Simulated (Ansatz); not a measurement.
# PtSe2 (Sudovikovite) (P-3m1) in Ansatz: notebook, part 2 of 2

Ansatz 0.2.0. Earlier steps stand in the parts before.

**3. Phonons, PBEsol**

input.yaml

```yaml
crystal:
  lattice:
    - [3.724, 0.0, 0.0]
    - [-1.862, 3.2250786037, 0.0]
    - [0.0, 0.0, 5.062]
  atoms:
    - { symbol: Pt, position: [0.0, 0.0, 0.0] }
    - { symbol: Se, position: [0.6666666667, 0.3333333333, 0.75] }
    - { symbol: Se, position: [0.3333333333, 0.6666666667, 0.25] }
kpoints:
  mp_grid: { grid: [8, 8, 5] }
scf:
  occupations: { method: fermi_dirac, width: 0.05 }
hamiltonian:
  xc: pbesol
  pseudopotentials: { kind: all_electron, lapw: { basis_error: 0.002 } }
output: {}
phonons:
  method: fd
  supercell: [1, 1, 1]
```

Potentials or basis: all-electron LAPW, scalar-relativistic.

The run is started by

```
$ ansatz run input.yaml --threads 2 --pin off --max-ram 8192MiB --backend cpu --events-out ev --progress --plain --runs-dir out
```

The log of the run:

```text
Warning: RAYON_NUM_THREADS=2 ignored (pool sized by the plan → 2); use --threads N
LAPW: plane waves up to 9.111 Å⁻¹, error target 2.0e-3 eV per atom; small_component_spin mean_spin; Se in spheres of 1.162 Å, 24 of its electrons in bands, Dirac shells []; Pt in spheres of 1.258 Å, 42 of its electrons in bands, Dirac shells [] (how accurate: hamiltonian.pseudopotentials.lapw.basis_error, Limitations)
Engine: ansatz 0.2.0, aarch64-unknown-linux-gnu
Pseudopotentials: kind: all_electron
Pseudopotential: Pt, LAPW, valence charge 42, lapw/all_electron/scalar/gaussian/Pt, Koelling and Harmon's equation, gaussian nucleus
Pseudopotential: Se, LAPW, valence charge 24, lapw/all_electron/scalar/gaussian/Se, Koelling and Harmon's equation, gaussian nucleus
Functional definition: PBEsol
  exchange = pbesol_x
  correlation = pbesol_c
Crystal: 3 atoms, lattice volume = 60.796 Å³
Basis set: ecut = 316.25140115283637 eV, 783 PW (Γ), exchange–correlation at level 2
Bands: 54, of which v1, the nominal top of the filled ones, is band 45 counted from 1 (44 counted from 0)
Symmetry: 12 space group operations
k-points: 40 of 320
[... 67 lines left out ...]
  E_smearing   = -0.005945  (= −TS)
  E_closure    = 0.000000  (closes the sum)
  E_atoms      = -632965.115549  (free atoms, spherical and without spin; not in F)
  Σ components = -632980.990049   (vs F -632980.990049, Δ=0.00e0)
  Basis errors (estimates in eV, not in F): energy 8.3e-4 per atom: plane waves 7.5e-4 (4.4e-4 summed), levels above the bands 3.9e-88, relativity 7.1e-8, radial functions 7.2e-5, core shells 2.0e-6; eigenvalues (radial functions only) 1.4e-6; not estimated: angular momenta, meshes, grids; target (lapw.basis_error) 2.0e-3; muffin-tin radii Se 1.162 Å, Pt 1.258 Å
--- Forces (eV/Å), atoms counted from 1 ---
  atom   1  Pt     0.00000000     0.00000000     0.00000000
  atom   2  Se    -0.00000000    -0.00000000    -0.33718654
  atom   3  Se     0.00000000     0.00000000     0.33718654
  max |Σ_I F_I| component: 3.91e-30 eV/Å
--- Band table (eV; the first three rows and the last of 40) ---
  k-point 0: bands = ["-289.2163", "-289.2163", "-289.1070", "-289.1070", "-289.0993", "-193.4560", "-193.4560", "-133.1263", "-133.1263", "-133.1263", "-133.1263", "-133.1072", "-133.1071", "-84.5651", "-53.1529", "-53.1421", "-53.1421", "-53.0967", "-53.0748", "-53.0748", "-53.0021", "-38.7755", "-38.7755", "-38.6883", "-33.5602", "-33.5602", "-33.5577", "-33.5577", "-33.5466", "-33.5466", "-33.5418", "-33.5418", "-33.5377", "-33.5375", "-0.7293", "2.1146", "7.7730", "8.5007", "8.5007", "10.9769", "10.9769", "12.4215", "13.9416", "13.9416", "15.4181", "16.4725", "16.4725", "18.5004", "19.1033", "22.2434", "22.2434", "26.7142", "27.3135", "27.3135"]
  k-point 1: bands = ["-289.2163", "-289.2163", "-289.1070", "-289.1070", "-289.0993", "-193.4560", "-193.4560", "-133.1263", "-133.1263", "-133.1263", "-133.1263", "-133.1072", "-133.1071", "-84.5651", "-53.1529", "-53.1421", "-53.1421", "-53.0967", "-53.0748", "-53.0748", "-53.0021", "-38.7755", "-38.7755", "-38.6883", "-33.5601", "-33.5601", "-33.5578", "-33.5578", "-33.5463", "-33.5463", "-33.5421", "-33.5421", "-33.5378", "-33.5374", "-0.5827", "1.7633", "8.2977", "8.5186", "8.5186", "10.9654", "10.9654", "12.3825", "13.7755", "13.7755", "14.5561", "16.7629", "16.7629", "18.8118", "19.9649", "22.1077", "22.1077", "25.6054", "25.8145", "25.8145"]
  k-point 2: bands = ["-289.2163", "-289.2163", "-289.1070", "-289.1070", "-289.0993", "-193.4560", "-193.4560", "-133.1263", "-133.1263", "-133.1263", "-133.1263", "-133.1072", "-133.1072", "-84.5651", "-53.1529", "-53.1421", "-53.1421", "-53.0967", "-53.0748", "-53.0748", "-53.0021", "-38.7755", "-38.7755", "-38.6883", "-33.5599", "-33.5599", "-33.5579", "-33.5579", "-33.5456", "-33.5456", "-33.5430", "-33.5430", "-33.5379", "-33.5374", "-0.2398", "1.1370", "8.5481", "8.5481", "9.3147", "10.9483", "10.9483", "12.1402", "13.4390", "13.5434", "13.5434", "17.2395", "17.2395", "19.5413", "21.0943", "21.7952", "21.7952", "24.1231", "24.7376", "24.9447"]
  k-point 39: bands = ["-289.2163", "-289.2163", "-289.1070", "-289.1070", "-289.0993", "-193.4560", "-193.4560", "-133.1263", "-133.1263", "-133.1263", "-133.1263", "-133.1072", "-133.1072", "-84.5649", "-53.1529", "-53.1421", "-53.1421", "-53.0967", "-53.0748", "-53.0748", "-53.0021", "-38.7838", "-38.7813", "-38.6876", "-33.5596", "-33.5593", "-33.5587", "-33.5579", "-33.5456", "-33.5442", "-33.5439", "-33.5435", "-33.5371", "-33.5371", "1.2421", "1.3743", "8.0367", "8.5690", "9.1424", "10.1420", "10.4976", "11.1994", "11.3733", "12.4445", "12.7049", "16.4846", "16.9987", "20.8108", "21.8106", "22.6637", "23.0636", "24.4684", "25.1794", "25.8007"]
--- Phonons: 3 displaced members + reference (amplitude 0.01 Å, Σ member SCF iterations 18) ---
  symmetry images taken by strict's conditions (phonons.symmetry_images: auto; settled by no image being taken that strict refuses)
  ASR residual: 8.606e-4 → 0.000e0 eV/Å²; symmetrization residual: 2.508e-4 eV/Å²
  largest component of a force at the reference: 3.4e-1 eV/Å
  ASR residual per site (eV/Å²): 8.61e-4 3.43e-4 3.43e-4
  Γ frequencies (cm⁻¹): 0.00 0.00 0.00 174.25 174.25 199.57 220.64 220.64 225.85
  density of states and harmonic sums: on the 19×19×12 q-mesh, interpolated from the force constants of a 1×1×1 supercell (no non-analytic term)
  largest difference from the sums on the solved wave vectors: F 5.39e-1 eV, S 7.97e-4 and C_V 2.58e-4 eV/K
  zero-point energy: 0.089487 eV/cell   skipped modes (ω ≤ 0): 3   left out of the sums: 7.69e-5 of the cell's modes: C_V's classical limit lies that fraction below 3 k_B per atom; for a crystal, a wire or a layer, F and S can be off by more, and a phonons.interpolated_qmesh denser along its periods is the remedy for the sampling
```

phdos.tsv:

```text
# omega_inv_cm	omega_thz	g_bin_mean(omega)[modes/inv_cm]
# format = ansatz-phdos/2
# interpolated_qmesh = 19 19 12
# force_constants_supercell = 1 1 1
# lo_to_splitting: not included (the non-analytic LO-TO correction is not applied to the interpolated dynamical matrix; polar crystals: no LO-TO splitting at GAMMA, and LO and other optical branches, acoustic branches and sound speeds, and with them the density of states and the thermodynamics, can be off between the wave vectors that the force constants were sampled on, most near GAMMA; a larger extent of the force constants narrows that region and is not shown to mend the acoustic slopes)
# g_bin_mean(omega): the modes in a bin one row spacing wide, centred on omega, divided by that spacing. A flat band (one whose frequency is the same at every q-point) is counted whole in the row whose bin holds it (on the edge of two bins, in the lower row). The modes of the run's own cell are the sum of g_bin_mean times the row spacing in inv_cm (a plain sum, not the trapezoid rule); for a one-atom cell on a GAMMA-only q-mesh every row is zero, so that sum is 0, not 3
0.000000	0.000000	1.960190e-8
0.466426	0.013983	5.096495e-7
0.932851	0.027966	1.920986e-6
1.399277	0.041949	4.273215e-6
1.865703	0.055932	7.566334e-6
2.332129	0.069915	1.180035e-5
[... 493 lines left out ...]
232.746441	6.977563	1.970718e-3
233.212867	6.991546	8.242414e-5
```

Run time: 3.1 min. Hardware: 2 threads of Arm Neoverse V2, shared host; peak memory 0.74 GiB.

Results:

```
Free energy                   : -632980.9900 eV
Largest force                 : 0.337 eV/Å
Band gap on the k mesh        : none (metal or under the smearing width)
Highest phonon frequency at Γ : 226 cm⁻¹
```

Forces in eV/Å, atoms in the order of the input:
```
Pt   0.000  0.000  0.000
Se   0.000  0.000 -0.337
Se   0.000  0.000  0.337
```

Phonon frequencies in cm⁻¹ (negative: imaginary):
```
              q point                    frequencies
(0.000, 0.000, 0.000)  0 0 0 174 174 200 221 221 226
```

Caveat: a metal's response needs a denser mesh. The run has no spin-orbit coupling, so splittings on Pt are missing.

**4. Elastic constants, PBEsol**

input.yaml: that of step 3 with these lines changed.

```diff
@@ -10,3 +10,3 @@
 kpoints:
-  mp_grid: { grid: [8, 8, 5] }
+  mp_grid: { grid: [6, 6, 4] }
 scf:
@@ -16,5 +16,7 @@
   pseudopotentials: { kind: all_electron, lapw: { basis_error: 0.002 } }
-output: {}
-phonons:
-  method: fd
-  supercell: [1, 1, 1]
+output:
+  forces: true
+  stress: true
+elastic:
+  mode: relaxed_ion
+  stencil: two_point
```

The run is started by

```
$ ansatz run input.yaml --threads 2 --pin off --max-ram 8192MiB --backend cpu --events-out ev --progress --plain --runs-dir out
```

Run time: 5.5 min. Hardware: 2 threads of Arm Neoverse V2, shared host; peak memory 0.61 GiB.

The run converged. Its results:

- Free energy: -632981.0005 eV
- Pressure: 0.3 GPa
- Band gap on the k mesh: none (metal or under the smearing width)
- Voigt bulk modulus: 66 GPa

Stress tensor (GPa, compression positive):
```
 0.96  0.00  0.00
 0.00  0.96  0.00
 0.00  0.00 -0.98
```

Levels at points of the mesh, in eV from the Fermi level:
```csv
k point,band 41,band 42,band 43,band 44,band 45,band 46,band 47,band 48,band 49,band 50
"(0.00, 0.00, 0.00)",-3.91,-2.59,-1.00,-1.00,0.49,1.36,1.36,3.49,4.06,7.31
"(0.00, 0.00, -0.50)",-3.94,-3.01,-1.74,-1.49,-1.49,2.29,2.29,4.76,6.32,6.79
"(0.00, -0.50, 0.00)",-3.81,-3.48,-3.37,-3.31,-2.94,0.60,2.35,4.83,5.76,6.87
"(0.00, -0.50, -0.50)",-3.49,-3.38,-3.12,-2.69,-1.36,0.87,1.53,4.50,4.66,7.06
```

Elastic tensor in Voigt notation (GPa, in the Cartesian axes of the cell as first typed):
```
172  65  25 -19   0   0
 65 172  25  19   0   0
 23  23  22   0   0   0
-19  19   0  27   0   0
  0   0   0   0  27 -19
  0   0   0   0 -19  54
```

Caveat: the k mesh is thin for a metal, which can move the energy by tens of meV per atom; a metal's response needs a denser mesh; elastic constants of metals need much finer meshes, so these are rough. Spin-orbit coupling is left out, which matters for the levels of Pt.

**5. Summary**

```tsv
task	potentials or basis	k mesh	cutoff (eV)	basis error allowed	gap on the mesh (eV)	pressure (GPa)	largest force (eV/Å)
density of states	all-electron PAW datasets made for the crystal	8 × 8 × 5	360	-	none	2.1	0.34
phonons	all-electron LAPW, scalar-relativistic	8 × 8 × 5	316	0.002 eV/atom	none	-	0.34
elastic constants	all-electron LAPW, scalar-relativistic	6 × 6 × 4	316	0.002 eV/atom	none	0.3	-
```

Alike in all rows: level PBEsol; no spin polarisation; cell as given; smearing fermi-dirac 0.05 eV.

Caveats: a metal's response needs a denser mesh (some runs); the program warned that the printed levels may be off, so bands, gaps and densities of states are rough (some runs); the k mesh is thin for a metal, which can move the energy by tens of meV per atom (some runs); elastic constants of metals need much finer meshes, so these are rough (some runs).

Compare energies only between runs with the same functional and basis.
